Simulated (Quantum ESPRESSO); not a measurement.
# PbSe (Clausthalite) (Fm-3m) in Quantum ESPRESSO: further runs

Runs on PbSe (Clausthalite). Level: PBE. Tasks: band structure.

All numbers are computed with Quantum ESPRESSO 7.5; they aren't measurements. Logs are shortened: lines on timing, memory, paths and dates and some standing lists are left out, and cuts for length are marked.

**Measured values to compare with.**

From a printed reference work, monograph, for a bulk crystal of PbSe: band gap 0.28 eV (direct) at 300 K; band gap 0.15 eV (direct) at 4.2 K.

The runs below are set against these values where they give the same quantity.

**1. The crystal as given**

The structure is cubic, space group Fm-3m (No. 225). The conventional cell has a = 6.121 Å, b = 6.121 Å, c = 6.121 Å, α = 90.00°, β = 90.00°, γ = 90.00°. Pb (site symmetry m-3m) is surrounded by 6 Se at 3.06 Å. Se (site symmetry m-3m) has 6 Pb at 3.06 Å as nearest neighbours.

**2. Band structure, PBE**

Contents of pw.in:

```
&CONTROL
  calculation = 'scf'
  prefix = 'pwscf'
  outdir = './tmp'
  pseudo_dir = './pseudo'
  tprnfor = .true.
  tstress = .true.
  disk_io = 'low'
/
&SYSTEM
  ibrav = 0
  A = 4.32841274
  nat = 2
  ntyp = 2
  ecutwfc = 86
  nbnd = 22
  occupations = 'smearing'
  smearing = 'fd'
  degauss = 0.00367493
/
&ELECTRONS
  conv_thr = 4d-10
  electron_maxstep = 120
  mixing_beta = 0.5
/
ATOMIC_SPECIES
Pb   207.2000 Pb.upf
Se    78.9710 Se.upf
CELL_PARAMETERS alat
   0.0000000000    0.7071067811    0.7071067811
   0.7071067811    0.0000000000    0.7071067811
   0.7071067811    0.7071067811    0.0000000000
ATOMIC_POSITIONS alat
Pb     0.0000000000    0.0000000000    0.0000000000
Se     0.7071067811    0.7071067811    0.7071067811
K_POINTS automatic
8 8 8 0 0 0
```

Contents of pp_density.in:

```
&INPUTPP
  prefix = 'pwscf'
  outdir = './tmp'
  filplot = 'density.dat'
  plot_num = 0
/
&PLOT
  nfile = 1
  filepp(1) = 'density.dat'
  iflag = 3
  output_format = 6
  fileout = 'density.cube'
/
```

Contents of pp_potential.in:

```
&INPUTPP
  prefix = 'pwscf'
  outdir = './tmp'
  filplot = 'potential.dat'
  plot_num = 11
/
&PLOT
  nfile = 1
  filepp(1) = 'potential.dat'
  iflag = 3
  output_format = 6
  fileout = 'potential.cube'
/
```

Contents of pp_elf.in:

```
&INPUTPP
  prefix = 'pwscf'
  outdir = './tmp'
  filplot = 'elf.dat'
  plot_num = 8
/
&PLOT
  nfile = 1
  filepp(1) = 'elf.dat'
  iflag = 3
  output_format = 6
  fileout = 'elf.cube'
/
```

Contents of bands.in:

```
&CONTROL
  calculation = 'bands'
  prefix = 'pwscf'
  outdir = './tmp'
  pseudo_dir = './pseudo'
  disk_io = 'low'
  verbosity = 'high'
/
&SYSTEM
  ibrav = 0
  A = 4.32841274
  nat = 2
  ntyp = 2
  ecutwfc = 86
  nbnd = 22
  occupations = 'smearing'
  smearing = 'fd'
  degauss = 0.00367493
/
&ELECTRONS
  conv_thr = 1d-08
  electron_maxstep = 120
  mixing_beta = 0.5
  diago_full_acc = .true.
  startingwfc = 'random'
/
ATOMIC_SPECIES
Pb   207.2000 Pb.upf
Se    78.9710 Se.upf
CELL_PARAMETERS alat
   0.0000000000    0.7071067811    0.7071067811
   0.7071067811    0.0000000000    0.7071067811
   0.7071067811    0.7071067811    0.0000000000
ATOMIC_POSITIONS alat
Pb     0.0000000000    0.0000000000    0.0000000000
Se     0.7071067811    0.7071067811    0.7071067811
K_POINTS crystal
60
 0.0000000000  0.0000000000  0.0000000000 1
 0.0625000000  0.0000000000  0.0625000000 1
 0.1250000000  0.0000000000  0.1250000000 1
 0.1875000000  0.0000000000  0.1875000000 1
 0.2500000000  0.0000000000  0.2500000000 1
 0.3125000000  0.0000000000  0.3125000000 1
 0.3750000000  0.0000000000  0.3750000000 1
 0.4375000000  0.0000000000  0.4375000000 1
 0.5000000000  0.0000000000  0.5000000000 1
 0.5000000000  0.0625000000  0.5625000000 1
 0.5000000000  0.1250000000  0.6250000000 1
 0.5000000000  0.1875000000  0.6875000000 1
 0.5000000000  0.2500000000  0.7500000000 1
 0.4375000000  0.3125000000  0.7500000000 1
 0.3750000000  0.3750000000  0.7500000000 1
 0.3375000000  0.3375000000  0.6750000000 1
 0.3000000000  0.3000000000  0.6000000000 1
 0.2625000000  0.2625000000  0.5250000000 1
 0.2250000000  0.2250000000  0.4500000000 1
 0.1875000000  0.1875000000  0.3750000000 1
 0.1500000000  0.1500000000  0.3000000000 1
 0.1125000000  0.1125000000  0.2250000000 1
 0.0750000000  0.0750000000  0.1500000000 1
 0.0375000000  0.0375000000  0.0750000000 1
 0.0000000000  0.0000000000  0.0000000000 1
 0.0625000000  0.0625000000  0.0625000000 1
 0.1250000000  0.1250000000  0.1250000000 1
 0.1875000000  0.1875000000  0.1875000000 1
 0.2500000000  0.2500000000  0.2500000000 1
 0.3125000000  0.3125000000  0.3125000000 1
 0.3750000000  0.3750000000  0.3750000000 1
 0.4375000000  0.4375000000  0.4375000000 1
 0.5000000000  0.5000000000  0.5000000000 1
 0.5250000000  0.4500000000  0.5250000000 1
 0.5500000000  0.4000000000  0.5500000000 1
 0.5750000000  0.3500000000  0.5750000000 1
 0.6000000000  0.3000000000  0.6000000000 1
 0.6250000000  0.2500000000  0.6250000000 1
 0.5833333333  0.2500000000  0.6666666667 1
 0.5416666667  0.2500000000  0.7083333333 1
 0.5000000000  0.2500000000  0.7500000000 1
 0.5000000000  0.2857142857  0.7142857143 1
 0.5000000000  0.3214285714  0.6785714286 1
 0.5000000000  0.3571428571  0.6428571429 1
 0.5000000000  0.3928571429  0.6071428571 1
 0.5000000000  0.4285714286  0.5714285714 1
 0.5000000000  0.4642857143  0.5357142857 1
 0.5000000000  0.5000000000  0.5000000000 1
 0.4821428571  0.4821428571  0.5357142857 1
 0.4642857143  0.4642857143  0.5714285714 1
 0.4464285714  0.4464285714  0.6071428571 1
 0.4285714286  0.4285714286  0.6428571429 1
 0.4107142857  0.4107142857  0.6785714286 1
 0.3928571429  0.3928571429  0.7142857143 1
 0.3750000000  0.3750000000  0.7500000000 1
 0.6250000000  0.2500000000  0.6250000000 1
 0.5937500000  0.1875000000  0.5937500000 1
 0.5625000000  0.1250000000  0.5625000000 1
 0.5312500000  0.0625000000  0.5312500000 1
 0.5000000000  0.0000000000  0.5000000000 1
```

Potentials or basis: PseudoDojo 0.4.1 SR PBE standard.

Command:

```
$ OMP_NUM_THREADS=1 pw.x -in pw.in > pw.out
$ OMP_NUM_THREADS=1 pp.x -in pp_density.in > pp_density.out
$ OMP_NUM_THREADS=1 pp.x -in pp_potential.in > pp_potential.out
$ OMP_NUM_THREADS=1 pp.x -in pp_elf.in > pp_elf.out
$ OMP_NUM_THREADS=1 pw.x -in bands.in > bands.out
```

pw.out:

```text
This program is part of the open-source Quantum ESPRESSO suite
     for quantum simulation of materials; please cite
         "P. Giannozzi et al., J. Phys.:Condens. Matter 21 395502 (2009);
         "P. Giannozzi et al., J. Phys.:Condens. Matter 29 465901 (2017);
         "P. Giannozzi et al., J. Chem. Phys. 152 154105 (2020);
     in publications or presentations arising from this work. More details at

     Message from routine setup:
     using ibrav=0 with symmetry is DISCOURAGED, use correct ibrav instead

     G-vector sticks info
     --------------------
     sticks:   dense  smooth     PW     G-vecs:    dense   smooth      PW
     Sum        1585    1585    451                41655    41655    6423

     Using Slab Decomposition

     bravais-lattice index     =            0
     lattice parameter (alat)  =       8.1795  a.u.
     unit-cell volume          =     386.9614 (a.u.)^3
     number of atoms/cell      =            2
     number of atomic types    =            2
     number of electrons       =        30.00
     number of Kohn-Sham states=           22
     kinetic-energy cutoff     =      86.0000  Ry
     charge density cutoff     =     344.0000  Ry
     scf convergence threshold =      4.0E-10
     mixing beta               =       0.5000
     number of iterations used =            8  plain     mixing
     Exchange-correlation= PBE
                           (   1   4   3   4   0   0   0)

     celldm(1)=   8.179515  celldm(2)=   0.000000  celldm(3)=   0.000000
     celldm(4)=   0.000000  celldm(5)=   0.000000  celldm(6)=   0.000000

     crystal axes: (cart. coord. in units of alat)
               a(1) = (   0.000000   0.707107   0.707107 )
               a(2) = (   0.707107   0.000000   0.707107 )
               a(3) = (   0.707107   0.707107   0.000000 )

     reciprocal axes: (cart. coord. in units 2 pi/alat)
               b(1) = ( -0.707107  0.707107  0.707107 )
               b(2) = (  0.707107 -0.707107  0.707107 )
               b(3) = (  0.707107  0.707107 -0.707107 )

     PseudoPot. # 1 for Pb read from file:
     Pb.upf
     Pseudo is Norm-conserving + core correction, Zval = 14.0
     Generated using ONCVPSP code by D. R. Hamann
     Using radial grid of 1678 points,  6 beta functions with:
                l(1) =   0
                l(2) =   0
                l(3) =   1
                l(4) =   1
                l(5) =   2
                l(6) =   2

     PseudoPot. # 2 for Se read from file:
     Se.upf
     Pseudo is Norm-conserving + core correction, Zval = 16.0
     Generated using ONCVPSP code by D. R. Hamann
     Using radial grid of 1214 points,  6 beta functions with:
                l(1) =   0
                l(2) =   0
                l(3) =   1
                l(4) =   1
                l(5) =   2
                l(6) =   2

     atomic species   valence    mass     pseudopotential
     Pb               14.00   207.20000     Pb( 1.00)
     Se               16.00    78.97100     Se( 1.00)

     48 Sym. Ops., with inversion, found

   Cartesian axes

     site n.     atom                  positions (alat units)
         1        Pb     tau(   1) = (   0.0000000   0.0000000   0.0000000  )
         2        Se     tau(   2) = (   0.7071068   0.7071068   0.7071068  )

     number of k points=    29  Fermi-Dirac smearing, width (Ry)=  0.0037
                       cart. coord. in units 2pi/alat
        k(    1) = (   0.0000000   0.0000000   0.0000000), wk =   0.0039062
        k(    2) = (   0.0883883   0.0883883  -0.0883883), wk =   0.0312500
        k(    3) = (   0.1767767   0.1767767  -0.1767767), wk =   0.0312500
        k(    4) = (   0.2651650   0.2651650  -0.2651650), wk =   0.0312500
        k(    5) = (  -0.3535534  -0.3535534   0.3535534), wk =   0.0156250
        k(    6) = (   0.1767767   0.0000000   0.0000000), wk =   0.0234375
[... 21 lines left out ...]
        k(   28) = (  -0.7071068   0.1767767   0.0000000), wk =   0.0468750
        k(   29) = (  -0.7071068   0.3535534   0.0000000), wk =   0.0234375

     Dense  grid:    41655 G-vectors     FFT dimensions: (  50,  50,  50)

     Initial potential from superposition of free atoms

     starting charge      29.9978, renormalised to      30.0000
     Starting wfcs are   18 randomized atomic wfcs +    4 random wfcs

     Self-consistent Calculation

     iteration #  1     ecut=    86.00 Ry     beta= 0.50
     Davidson diagonalization with overlap
     ethr =  1.00E-02,  avg # of iterations =  5.3

     Threshold (ethr) on eigenvalues was too large:
     Diagonalizing with lowered threshold

     Davidson diagonalization with overlap
     ethr =  2.53E-04,  avg # of iterations =  2.7

     total energy              =    -383.29926745 Ry
     estimated scf accuracy    <       0.07415706 Ry
[... 50 lines left out ...]
     iteration #  9     ecut=    86.00 Ry     beta= 0.50
     Davidson diagonalization with overlap
     ethr =  3.67E-11,  avg # of iterations =  2.0

     End of self-consistent calculation

          k = 0.0000 0.0000 0.0000 (  5161 PWs)   bands (ev):

   -37.7830 -37.7830 -37.7806 -37.7806 -37.7806  -7.3303  -7.3303  -7.3303
    -7.3245  -7.3245  -4.1023   3.1829   7.6239   7.6239   7.6239  14.2057
    14.2057  14.2057  16.0239  16.0239  16.0239  17.7663
[... 57 lines left out ...]
   -37.7830 -37.7830 -37.7806 -37.7805 -37.7805  -7.3445  -7.3412  -7.3267
    -7.3128  -7.3058  -3.4306   1.5815   6.8375   8.1051   9.0419  10.7041
    11.6207  13.3810  16.4194  17.1392  18.9905  20.0135

          k = 0.0000-0.1768 0.1768 (  5194 PWs)   bands (ev):

   -37.7830 -37.7830 -37.7806 -37.7806 -37.7806  -7.3338  -7.3334  -7.3294
    -7.3232  -7.3144  -3.7946   2.3179   7.1463   7.9574   8.4888  11.8632
    12.4509  13.7690  16.0699  16.4235  17.5196  18.7216

          k = 0.3536 0.0000 0.0000 (  5201 PWs)   bands (ev):
[... 19 lines left out ...]
   -37.7830 -37.7829 -37.7805 -37.7805 -37.7805  -7.3861  -7.3341  -7.3196
    -7.3082  -7.2975  -2.8232   1.0933   5.6480   7.3604   7.9369  11.6865
    12.3217  14.1604  16.9743  18.4180  18.7625  21.2719

          k = 0.0000-0.3536 0.3536 (  5202 PWs)   bands (ev):

   -37.7830 -37.7830 -37.7805 -37.7805 -37.7805  -7.3638  -7.3392  -7.3195
    -7.3082  -7.3069  -3.0850   1.2566   5.9815   7.8845   8.7260  10.8782
    11.6703  13.9532  17.5408  17.6388  19.0511  19.9458

          k = 0.5303 0.0000-0.0000 (  5209 PWs)   bands (ev):
[... 67 lines left out ...]
   -37.7830 -37.7829 -37.7805 -37.7805 -37.7805  -7.4167  -7.3251  -7.3179
    -7.3179  -7.2855  -2.6383   1.4744   5.2655   5.2655   8.7014  11.3801
    14.4589  14.4589  17.2349  17.2349  21.3538  22.2292

     the Fermi energy is     9.6402 ev

!    total energy              =    -383.31934899 Ry
     estimated scf accuracy    <          2.3E-10 Ry
     smearing contrib. (-TS)   =      -0.00002254 Ry
     internal energy E=F+TS    =    -383.31932645 Ry

     The total energy is F=E-TS. E is the sum of the following terms:
     one-electron contribution =    -173.57050065 Ry
     hartree contribution      =     100.03407443 Ry
     xc contribution           =     -88.42649955 Ry
     ewald contribution        =    -221.35640069 Ry

     convergence has been achieved in   9 iterations

     Forces acting on atoms (cartesian axes, Ry/au):

     atom    1 type  1   force =     0.00000000   -0.00000000   -0.00000000
     atom    2 type  2   force =    -0.00000000    0.00000000    0.00000000

     Total force =     0.000000     Total SCF correction =     0.000000

     Computing stress (Cartesian axis) and pressure

          total   stress  (Ry/bohr**3)                   (kbar)     P=       24.10
   0.00016385  -0.00000000  -0.00000000           24.10       -0.00       -0.00
  -0.00000000   0.00016385   0.00000000           -0.00       24.10        0.00
  -0.00000000   0.00000000   0.00016385           -0.00        0.00       24.10

=------------------------------------------------------------------------------=
   JOB DONE.
=------------------------------------------------------------------------------=
```

Run time: 3.3 min. Hardware: 1 thread of Arm Neoverse V1, shared host; peak memory 0.15 GiB.

What came out:

| Property | Result |
| --- | --- |
| Free energy | -5215.3254 eV |
| Pressure | 2.4 GPa |
| Band gap on the k mesh | 0.30 eV, direct |
| Band gap along the path | 0.30 eV, direct |

Levels at the corners of the path, in eV from the valence-band top:
```csv
point,band 12,band 13,band 14,band 15,band 16,band 17,band 18,band 19
Γ,-6.31,-1.87,-1.87,-1.87,4.71,4.71,4.71,6.53
X,-7.39,-4.98,-3.23,-3.23,3.71,5.61,5.61,6.05
W,-8.02,-4.23,-4.23,-0.79,1.89,4.97,4.97,7.74
K,-8.04,-4.57,-2.72,-2.39,3.40,4.01,5.45,5.84
Γ,-6.31,-1.87,-1.87,-1.87,4.71,4.71,4.71,6.53
L,-8.80,-1.47,-1.47,0.00,0.30,1.70,1.70,8.56
U,-8.04,-4.57,-2.72,-2.39,3.40,4.01,5.45,5.84
W,-8.02,-4.23,-4.23,-0.79,1.89,4.97,4.97,7.74
L,-8.80,-1.47,-1.47,0.00,0.30,1.70,1.70,8.56
K,-8.04,-4.57,-2.72,-2.39,3.40,4.01,5.45,5.84
U,-8.04,-4.57,-2.72,-2.39,3.40,4.01,5.45,5.84
X,-7.39,-4.98,-3.23,-3.23,3.71,5.61,5.61,6.05
```

Caveat: spin-orbit coupling is left out, which as a rule narrows the gap of such compounds by several tenths of an eV.

**3. Band structure, PBE, spin-orbit coupling, no magnetisation**

Changes to pw.in since step 2:

```diff
@@ -15,3 +15,3 @@
   ecutwfc = 86
-  nbnd = 22
+  nbnd = 44
   occupations = 'smearing'
@@ -19,2 +19,4 @@
   degauss = 0.00367493
+  noncolin = .true.
+  lspinorb = .true.
 /
```

Changes to bands.in since step 2:

```diff
@@ -14,3 +14,3 @@
   ecutwfc = 86
-  nbnd = 22
+  nbnd = 44
   occupations = 'smearing'
@@ -18,2 +18,4 @@
   degauss = 0.00367493
+  noncolin = .true.
+  lspinorb = .true.
 /
```

Potentials or basis: PseudoDojo 0.4 FR PBE standard.

Command:

```
$ OMP_NUM_THREADS=1 pw.x -in pw.in > pw.out
$ OMP_NUM_THREADS=1 pw.x -in bands.in > bands.out
```

Run time: 16 min. Hardware: 1 thread of Arm Neoverse V1, shared host; peak memory 0.49 GiB.

Results (log left out):

- Free energy: -5210.6045 eV
- Pressure: 2.1 GPa
- Band gap on the k mesh: 0.20 eV, direct
- Band gap along the path: 0.20 eV, direct

Levels at the corners of the path, in eV from the valence-band top:
```csv
point,band 28,band 29,band 30,band 31,band 32,band 33
Γ,-1.54,-1.54,-1.54,3.25,3.25,5.61
X,-3.35,-2.86,-2.86,3.92,3.92,4.74
W,-4.00,-0.64,-0.64,1.85,1.85,5.04
K,-2.71,-2.15,-2.15,3.17,3.17,4.29
Γ,-1.54,-1.54,-1.54,3.25,3.25,5.61
L,-1.22,0.00,0.00,0.20,0.20,1.57
U,-2.71,-2.15,-2.15,3.17,3.17,4.29
W,-4.00,-0.64,-0.64,1.85,1.85,5.04
L,-1.22,0.00,0.00,0.20,0.20,1.57
K,-2.71,-2.15,-2.15,3.17,3.17,4.29
U,-2.71,-2.15,-2.15,3.17,3.17,4.29
X,-3.35,-2.86,-2.86,3.92,3.92,4.74
```

Caveat: some levels on the path didn't converge.

**4. Comparison with measurements**

Step 2. Measured gap of PbSe: 0.28 eV (direct; 300 K; a printed reference work, monograph). This calculation gives 0.30 eV (+0.02 eV). 2 values of this kind are on record (0.15 to 0.28 eV); this one was drawn at random. Spin-orbit coupling on Pb, Se is left out. The value is that of PBE, without temperature or zero-point motion.

Step 3. A measured gap of PbSe is 0.15 eV (direct; 4.2 K; a printed reference work, monograph); the calculated 0.20 eV misses it by +0.05 eV. 2 values of this kind are on record (0.15 to 0.28 eV); this one was drawn at random. The value is that of PBE, without temperature or zero-point motion.
